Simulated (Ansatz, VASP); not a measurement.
# One calculation of BaTe, two programs

```
Ba Te
1.0
     0.00000    3.41000    3.41000
     3.41000    0.00000    3.41000
     3.41000    3.41000    0.00000
Ba Te
1 1
Direct
  0.00000 0.00000 0.00000
  0.50000 0.50000 0.50000
```

Alike in both runs: task single point; functional PBE; k mesh 7 × 7 × 7; occupations fermi-dirac, width 0.05 eV; no spin polarisation.

```csv
,VASP,Ansatz
version,VASP 6.6.1,Ansatz 0.2.0
potentials or method,"VASP PAW PBE potentials, release 64 (Ba_sv, Te)",Ansatz PAW
plane-wave cutoff (eV),520,420
valence electrons in the cell,16,26
```

|  | VASP | Ansatz | Ansatz less VASP |
| --- | --- | --- | --- |
| gap on the k mesh at the Fermi level (eV) | 1.38 | 1.48 | +0.099 |
| least direct gap on the mesh (eV) | 1.76 | 1.82 | +0.060 |
| pressure (GPa) | 4.2 | 3.8 | -0.44 |

The two sets of potentials don't hold the same shells in valence.

Caveats: spin-orbit coupling is left out, which moves the levels of the heavy elements; an odd mesh through Γ misses points on the zone boundary, where band edges often lie (VASP); odd divisions of the mesh miss points on the zone boundary, where band edges often lie, so the gap on the mesh can be too wide (Ansatz). As with any semilocal functional, this PBE gap is likely too small.
